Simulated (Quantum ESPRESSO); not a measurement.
# TaN: phonons with PBE+D3(BJ)

Crystal: TaN.

```xyz
2
Lattice="0.0000 2.2113 2.2113 2.2113 0.0000 2.2113 2.2113 2.2113 0.0000" Properties=species:S:1:pos:R:3 pbc="T T T"
Ta    2.2113    2.2113    2.2113
N     0.0000    0.0000    0.0000
```

The cell comes from a database or a generator and needn't be the stable form of this composition.

```yaml
Program: Quantum ESPRESSO 7.5
Task: phonons
Functional: PBE
Dispersion: D3(BJ)
Potentials_or_basis: JTH 2.0 PBE
Cutoff: 707 eV
Density_cutoff: 4245 eV
k_mesh: 10 × 10 × 10
Occupations: cold, width 0.2 eV
Spin: no spin polarisation
Mixing_beta: 0.5
Most_SCF_iterations: 120
SCF_threshold: 4e-10 Ry
```

The relaxed volume is 10.52 Å³/atom, the relaxed cell is a = 3.099 Å, b = 3.099 Å, c = 3.099 Å, α = 60.00°, β = 60.00°, γ = 60.00° and the space group after relaxing (to 0.05 Å) is Fm-3m (No. 225). The pressure after relaxing is -0.1 GPa. The band gap on the k mesh is none (metal or under the smearing width). The highest phonon frequency at Γ is 401 cm⁻¹.

The path:
```csv
step,energy change (eV),largest force (eV/Å),pressure (GPa),volume (Å³)
1,0.0000,0.0000,-9.03,21.63
2,-0.0084,0.0000,6.96,20.65
3,-0.0168,0.0000,-0.30,21.06
4,-0.0168,0.0000,-0.01,21.04
5,-0.0168,0.0000,0.01,21.04
```

Final structure:
```
CELL_PARAMETERS angstrom
0.00000 2.19126 2.19126
2.19126 0.00000 2.19126
2.19126 2.19126 0.00000
ATOMIC_POSITIONS crystal
Ta 0.50000 0.50000 0.50000
N 0.00000 0.00000 0.00000
```

Levels at points of the mesh, in eV from the Fermi level:
| k point | band 5 | band 6 | band 7 | band 8 | band 9 | band 10 | band 11 | band 12 | band 13 | band 14 |
| --- | --- | --- | --- | --- | --- | --- | --- | --- | --- | --- |
| (0.00, 0.00, 0.00) | -18.95 | -3.88 | -3.88 | -3.88 | -2.16 | -2.16 | -2.16 | 0.04 | 0.04 | 1.58 |
| (0.00, 0.00, -0.50) | -15.90 | -10.48 | -7.67 | -7.67 | 1.91 | 1.91 | 2.01 | 3.82 | 7.62 | 7.62 |
| (0.00, -0.50, -0.50) | -17.71 | -6.70 | -5.56 | -4.69 | -4.69 | 2.12 | 3.58 | 3.58 | 4.62 | 6.90 |

Phonon frequencies in cm⁻¹ (negative: imaginary):
```tsv
q point	frequencies
(0.000, 0.000, 0.000)	3 3 3 401 401 401
```

Optical modes at Γ, degenerate ones joined:
```csv
cm⁻¹,components,symmetry,active in
401,3,T1u,IR
```

It took 5.2 min on 1 thread of Arm Neoverse V2, on a shared host, peak memory 0.13 GiB.

Caveat: pairwise dispersion overbinds metals, which lowers pressure and volume. Spin-orbit coupling is left out, which matters for the levels of Ta.
